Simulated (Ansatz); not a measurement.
System: CuCl (zinc blende type), 2 atoms in the cell.

```
Cu Cl
1.0
     0.00000    2.71000    2.71000
     2.71000    0.00000    2.71000
     2.71000    2.71000    0.00000
Cu Cl
1 1
Direct
  0.00000 0.00000 0.00000
  0.25000 0.25000 0.25000
```

All numbers below come from PBE, plane waves, PAW datasets (generated hard set) in Ansatz.

Cutoff 700 eV; k-mesh 6×6×6 Γ-centred; Fermi–Dirac smearing of 0.02 eV; no spin polarisation.

**Question.** How large is the gap on this mesh, is it direct, and where do the band edges lie (fractions of the reciprocal vectors of this cell)?

**Answer.** 0.53 eV, direct at (0.000, 0.000, 0.000).

**Question.** List the levels near the gap at (0.000, 0.000, 0.000), (0.000, 0.167, 0.333), (0.000, 0.167, -0.333), (0.000, 0.167, -0.167), (0.000, 0.333, 0.333), in eV from the top of the valence band (v1 is the highest filled band, c1 the lowest empty one).

**Answer.** 
```csv
k,v4,v3,v2,v1,c1,c2,c3
"(0.000, 0.000, 0.000)",-1.47,0.00,0.00,0.00,0.53,6.65,6.65
"(0.000, 0.167, 0.333)",-1.39,-0.95,-0.58,-0.47,3.03,5.35,7.17
"(0.000, 0.167, -0.333)",-1.45,-1.22,-0.82,-0.47,3.60,6.01,6.73
"(0.000, 0.167, -0.167)",-1.43,-0.79,-0.62,-0.20,2.62,5.89,6.87
"(0.000, 0.333, 0.333)",-1.33,-0.90,-0.85,-0.85,3.38,4.55,8.11
```

Semilocal functionals give gaps that mostly lie well below measured ones.
